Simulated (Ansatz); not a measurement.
# AlNi: the cost of one run

Method: DFT PBEsol, scalar-relativistic, plane waves, PAW, in Ansatz 0.2.0.

2 further runs of the same task are left out: 2 set aside as unsound or not needed.

### Step 1. The structure to begin with

The structure is cubic, space group Pm-3m (No. 221). The conventional cell has a = 2.862 Å, b = 2.862 Å, c = 2.862 Å, α = 90.00°, β = 90.00°, γ = 90.00°. Al (site symmetry m-3m) has 8 Ni at 2.48 Å as nearest neighbours. Ni (site symmetry m-3m) is surrounded by 8 Al at 2.48 Å.

As a file:

```
Al Ni
1.0
     2.86235    0.00000    0.00000
     0.00000    2.86235    0.00000
     0.00000    0.00000    2.86235
Al Ni
1 1
Direct
  0.50000 0.50000 0.50000
  0.00000 0.00000 0.00000
```

It goes back to an entry of the Materials Project, which need not be the stable form.

It is the result of an earlier relaxation at this level (volume 11.73 Å³/atom; gap on the mesh: none (metal)).

### Step 2. Reference cell for the strains

input.yaml reads:

```yaml
crystal:
  lattice:
    - [2.862351185, 0.0, 0.0]
    - [0.0, 2.862351185, 0.0]
    - [0.0, 0.0, 2.862351185]
  atoms:
    - { symbol: Al, position: [0.5, 0.5, 0.5] }
    - { symbol: Ni, position: [0.0, 0.0, 0.0] }
basis:
  ecutwfc: 420
kpoints:
  mp_grid: { grid: [18, 18, 18] }
hamiltonian:
  xc: pbesol
scf:
  occupations: { method: gaussian, width: 0.1 }
output:
  forces: true
  stress: true
  eigenvalues: true
```

Launch:

```
$ ansatz run input.yaml --threads 1 --pin off --max-ram 2560MiB --backend cpu --events-out ev --progress --plain --runs-dir out
```

**Question.** How long does this run take on 1 thread of Oxide Virtual Turin-like (Zen 5), shared host, and how much memory does it need?

About 4.5 s, with a peak of 0.4 GiB.
